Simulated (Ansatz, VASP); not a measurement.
**Na: VASP beside Ansatz**

Contents of INCAR:

```
PREC = Accurate
ENCUT = 520
EDIFF = 1E-6
ISMEAR = 0
SIGMA = 0.15
LREAL = False
LASPH = True
NELM = 80
ALGO = Normal
ISIF = 2
LWAVE = False
LCHARG = True
GGA = PE
LELF = True
LVHAR = True
NBANDS = 10
```

File KPOINTS:

```
Automatic mesh
0
Gamma
  16 16 16
```

The input POSCAR:

```
Na
1.0
   -2.2445500000      2.2445500000      2.1175000000
    2.2445500000     -2.2445500000      2.1175000000
    2.2445500000      2.2445500000     -2.1175000000
Na
1
Direct
    0.0000000000      0.0000000000      0.0000000000
```

Input for Ansatz:

```yaml
crystal:
  lattice:
    - [-2.24455, 2.24455, 2.1175]
    - [2.24455, -2.24455, 2.1175]
    - [2.24455, 2.24455, -2.1175]
  atoms:
    - { symbol: Na, position: [0.0, 0.0, 0.0] }
basis:
  ecutwfc: 420
kpoints:
  mp_grid: { grid: [16, 16, 16] }
hamiltonian:
  xc: pbe
scf:
  occupations: { method: gaussian, width: 0.15 }
output:
  forces: true
  stress: true
  eigenvalues: true
```

Change from the starting cell: strain +0.0600 x Voigt [1, 1, 0, 0, 0, 0], atoms carried along.

Alike in both runs: task single point; functional PBE; k mesh 16 × 16 × 16; occupations gaussian, width 0.15 eV; no spin polarisation.

|  | VASP | Ansatz |
| --- | --- | --- |
| version | VASP 6.6.1 | Ansatz 0.2.0 |
| potentials or method | VASP PAW PBE potentials, release 64 (Na_pv) | scalar-relativistic, plane waves, PAW |
| plane-wave cutoff (eV) | 520 | 420 |
| valence electrons in the cell | 7 | 9 |

```csv
,VASP,Ansatz,Ansatz less VASP
gap on the k mesh at the Fermi level (eV),none,none,-
pressure (GPa),-0.9,-0.9,+0.01
largest component of the traceless stress (GPa),0.06,0.06,0.000
```

A gap of «none» marks a metal or a gap that the smearing closes. The two sets of potentials don't hold the same shells in valence.
